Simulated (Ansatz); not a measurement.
Take GeO2 (space group P3_121, No. 152; a = 5.093 Å, c = 5.769 Å) as the base.

All numbers come from plane-wave PAW DFT at the PBE level (Ansatz, a quantum-chemistry and plane-wave program, 420 eV), scalar-relativistic without spin-orbit coupling, earlier PAW set.

One change was made to it. Results:

```tsv
quantity	base	after
band gap	3.21 eV	3.03 eV
lattice parameter a	5.093 Å	4.251 Å
gap character	indirect, K → Γ	direct at Γ
electron mass	0.39 mₑ along c, 0.45 mₑ across (at Γ)	0.30 mₑ along c, 0.32 mₑ across (at Γ)
```

Q: Which change produced these results?
A) pressure 45 GPa
B) pressure 18 GPa
C) pressure −2 GPa

A: A, pressure 45 GPa. For comparison, the band gap in the other runs: pressure −2 GPa gives 3.09 eV; pressure 18 GPa gives 3.31 eV.

Load acts through the strain it causes; cell and atoms are relaxed under it. Masses are band curvatures over ±0.01 Å⁻¹ around the edge. Whether these cells are dynamically stable was not tested. No other phases were tried under pressure.
